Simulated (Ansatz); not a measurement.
Input and command of a calculation in Ansatz (plane waves; scalar-relativistic PAW potentials unless the input names others):

```yaml
crystal:
  lattice:
    - [0.0, 4.0862, -4.0862]
    - [4.0862, 4.0862, 0.0]
    - [4.0862, 0.0, -4.0862]
  atoms:
    - { symbol: Ag, position: [0.5, -0.0051914256, 0.5] }
    - { symbol: Ag, position: [0.5, 0.5, 0.5] }
    - { symbol: Ag, position: [0.0, 0.0, 0.5] }
    - { symbol: Ag, position: [0.0, 0.5, 0.5] }
    - { symbol: Ag, position: [0.5, 0.0, 0.0] }
    - { symbol: Ag, position: [0.5, 0.5, 0.0] }
    - { symbol: Ag, position: [0.0, 0.0, 0.0] }
    - { symbol: Ag, position: [0.0, 0.5, 0.0] }
basis:
  ecutwfc: 420
kpoints:
  mp_grid: { grid: [10, 10, 10] }
hamiltonian:
  xc: pbe
scf:
  occupations: { method: gaussian, width: 0.15 }
  max_iter: 75
output:
  forces: true
  eigenvalues: true
  stress: true
total_charge: 10
```

```bash
ansatz run input.yaml --threads 2 --pin off --max-ram 5120MiB --backend cpu --events-out ev --progress --plain --runs-dir out
```

Abridged log:
```
Basis set: ecut = 420 eV, 2685 PW (Γ), exchange–correlation on 80×80×80 points (8 copies of the dense FFT grid, shifted against one another)
Bands: 86, of which v1, the nominal top of the filled ones, is band 71 counted from 1 (70 counted from 0)
Symmetry: 4 space group operations
k-points: 171 of 1000 (time reversal used)
SCF iter   1: F=—  HF=-60943.612192 eV  |F-HF|=—  |Δ(HF+E_count)|=         —  Δρ=4.09e-1  dr2=1.92e2  ethr=1.77e-3  ⟨swp⟩=5.0  Hψ=46353  notcnv=0  defer=688
SCF iter   2: F=—  HF=-60879.690147 eV  |F-HF|=—  |Δ(HF+E_count)|=    6.39e1  Δρ=1.18e-1  dr2=2.07e1  ethr=1.77e-3  ⟨swp⟩=3.0  Hψ=37894  notcnv=0  defer=1430
SCF iter   3: F=—  HF=-60876.418691 eV  |F-HF|=—  |Δ(HF+E_count)|=    3.27e0  Δρ=3.12e-2  dr2=5.71e-1  ethr=1.77e-3  ⟨swp⟩=2.8  Hψ=27721  notcnv=0  defer=1415
SCF iter   4: F=—  HF=-60877.298491 eV  |F-HF|=—  |Δ(HF+E_count)|=   8.80e-1  Δρ=1.36e-2  dr2=3.10e-1  ethr=4.02e-4  ⟨swp⟩=2.4  Hψ=30711  notcnv=0  defer=1170
SCF iter   5: F=—  HF=-60877.264847 eV  |F-HF|=—  |Δ(HF+E_count)|=   3.36e-2  Δρ=3.92e-3  dr2=2.55e-2  ethr=2.18e-4  ⟨swp⟩=2.1  Hψ=17266  notcnv=0  defer=1170
SCF iter   6: F=—  HF=-60877.273848 eV  |F-HF|=—  |Δ(HF+E_count)|=   9.00e-3  Δρ=5.77e-4  dr2=3.94e-4  ethr=1.80e-5  ⟨swp⟩=2.0  Hψ=20229  notcnv=0  defer=1170
SCF iter   7: F=—  HF=-60877.274441 eV  |F-HF|=—  |Δ(HF+E_count)|=   5.92e-4  Δρ=1.96e-4  dr2=4.93e-5  ethr=2.77e-7  ⟨swp⟩=2.0  Hψ=19411  notcnv=0  defer=1170
SCF iter   8: F=—  HF=-60877.274390 eV  |F-HF|=—  |Δ(HF+E_count)|=   5.08e-5  Δρ=6.45e-5  dr2=5.55e-6  ethr=3.47e-8  ⟨swp⟩=2.0  Hψ=19115  notcnv=0  defer=1170
SCF iter   9: F=—  HF=-60877.274390 eV  |F-HF|=—  |Δ(HF+E_count)|=   8.17e-8  Δρ=2.00e-5  dr2=4.71e-7  ethr=3.91e-9  ⟨swp⟩=2.0  Hψ=19946  notcnv=0  defer=1170
SCF iter  10: F=-60877.274390 eV  HF=-60877.274390 eV  |F-HF|=9.60e-10  |Δ(HF+E_count)|=   4.51e-8  Δρ=4.48e-6  dr2=2.93e-8  ethr=7.04e-11  ⟨swp⟩=9.1  Hψ=52502  notcnv=0
SCF 1 converged in 10 iterations: F = -60877.274390 eV  dr2 = 2.93e-8
SCF converged after 10 iterations
Free energy (F): -60877.274390 eV
Harris-Foulkes:  -60877.274390 eV  (|F-HF|=9.60e-10)
Internal energy: -60876.948005 eV  (E = F + TS)
E sigma→0 (E₀):  -60877.111198 eV
Entropy (-TS):   -0.326385 eV (-40.798 meV/atom)
Fermi energy:    13.897571 eV
--- Forces (eV/Å), atoms counted from 1 ---
  atom   1  Ag     0.08711607     0.08711607     0.00000000
  atom   2  Ag    -0.04199915    -0.04199915     0.00000000
  atom   3  Ag    -0.00294168    -0.02061205     0.02124923
  atom   4  Ag    -0.02061205    -0.00294168    -0.02124923
  atom   5  Ag    -0.02061205    -0.00294168     0.02124923
  atom   6  Ag    -0.00294168    -0.02061205    -0.02124923
  atom   7  Ag     0.00062304     0.00062304     0.00000000
  atom   8  Ag     0.00136736     0.00136736     0.00000000
--- Stress (GPa, compression-positive) ---
       13.194403       0.005035       0.000000
        0.005035      13.194403       0.000000
        0.000000       0.000000      13.195101
  P = ⅓ Tr σ = 13.1946 GPa (131.946 kbar)
```

Task: What should be changed?

Result: The fault is a net charge on a solid that should be neutral, 10 electrons a cell too few, offset by a uniform background, so that energy and pressure hang on that convention (total_charge: not typed → 10, the first being the value of the sound run). Setting it back cures it. The run converged all the same, with a total energy on another zero, pressure 13.19 GPa (with the neutralising background of the charged cell), largest force 0.123 eV/Å, no gap on the mesh, so convergence alone doesn't show that an input is right. A reference run from the same start on usual settings converged with pressure 4.69 GPa, largest force 0.173 eV/Å, no gap on the mesh.

It took 44 s on 2 threads of Intel(R) Xeon(R) 6975P-C (Granite Rapids), with other jobs on the host, peak memory 1.5 GiB.